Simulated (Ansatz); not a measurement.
# FeGe: the cost of one run

Method: DFT r²SCAN, scalar-relativistic, plane waves, PAW, in Ansatz 0.2.0.

## (1) The starting structure

Symmetry: P6/mmm, No. 191, hexagonal system. Conventional cell: a = 4.988 Å, b = 4.988 Å, c = 4.116 Å, α = 90.00°, β = 90.00°, γ = 120.00°. Fe (site symmetry mmm) is surrounded by 4 Fe at 2.49 Å and 6 Ge at 2.49 to 2.51 Å. Around Ge (site symmetry 6/mmm) lie 6 Fe at 2.49 Å. Around Ge (site symmetry -6m2) lie 6 Fe at 2.51 Å and 3 Ge at 2.88 Å.

As a file:

```cif
data_structure
_symmetry_space_group_name_H-M 'P6/mmm'
_symmetry_Int_Tables_number 191
_cell_length_a 4.9882
_cell_length_b 4.9882
_cell_length_c 4.1161
_cell_angle_alpha 90.000
_cell_angle_beta 90.000
_cell_angle_gamma 120.000
_cell_volume 88.70
loop_
_atom_site_label
_atom_site_type_symbol
_atom_site_symmetry_multiplicity
_atom_site_Wyckoff_symbol
_atom_site_fract_x
_atom_site_fract_y
_atom_site_fract_z
_atom_site_occupancy
Fe1 Fe 3 f 0.50000 0.00000 0.00000 1
Ge1 Ge 1 a 0.00000 0.00000 0.00000 1
Ge2 Ge 2 d 0.33333 0.66667 0.50000 1
```

This cell comes from an earlier session at r²SCAN: 14.783 Å³/atom at 0.02 GPa, on a 10×10×10 mesh.

## (2) Ferromagnetic, larger cell

input.yaml

```yaml
crystal:
  lattice:
    - [4.9881610279, 0.0, 0.0]
    - [-2.494080514, 4.3198741683, 0.0]
    - [0.0, 0.0, 8.2322898616]
  atoms:
    - { symbol: Fe, position: [0.5, 0.0, 0.0], spin: 2.5 }
    - { symbol: Fe, position: [0.5, 0.5, 0.0], spin: 2.5 }
    - { symbol: Fe, position: [0.0, 0.5, 0.0], spin: 2.5 }
    - { symbol: Ge, position: [0.0, 0.0, 0.0] }
    - { symbol: Ge, position: [0.3333333333, 0.6666666667, 0.25] }
    - { symbol: Ge, position: [0.6666666667, 0.3333333333, 0.25] }
    - { symbol: Fe, position: [0.5, 0.0, 0.5], spin: 2.5 }
    - { symbol: Fe, position: [0.5, 0.5, 0.5], spin: 2.5 }
    - { symbol: Fe, position: [0.0, 0.5, 0.5], spin: 2.5 }
    - { symbol: Ge, position: [0.0, 0.0, 0.5] }
    - { symbol: Ge, position: [0.3333333333, 0.6666666667, 0.75] }
    - { symbol: Ge, position: [0.6666666667, 0.3333333333, 0.75] }
basis:
  ecutwfc: 500
  ecutrho_ratio: 4
kpoints:
  mp_grid: { grid: [8, 8, 4] }
hamiltonian:
  xc: r2scan
scf:
  occupations: { method: gaussian, width: 0.05 }
  lower_state_search: "off"
output:
  forces: true
  stress: true
  eigenvalues: true
  populations: true
magnetization:
  spin_polarized: true
```

The run is started by

```sh
$ ansatz run input.yaml --threads 4 --pin off --max-ram 10240MiB --backend cpu --events-out ev --progress --plain --runs-dir out
```

Q: Estimate wall time and peak memory on 4 threads of Intel Xeon Platinum 8488C (Sapphire Rapids), shared host.

About 68 s, with a peak of 2 GiB.
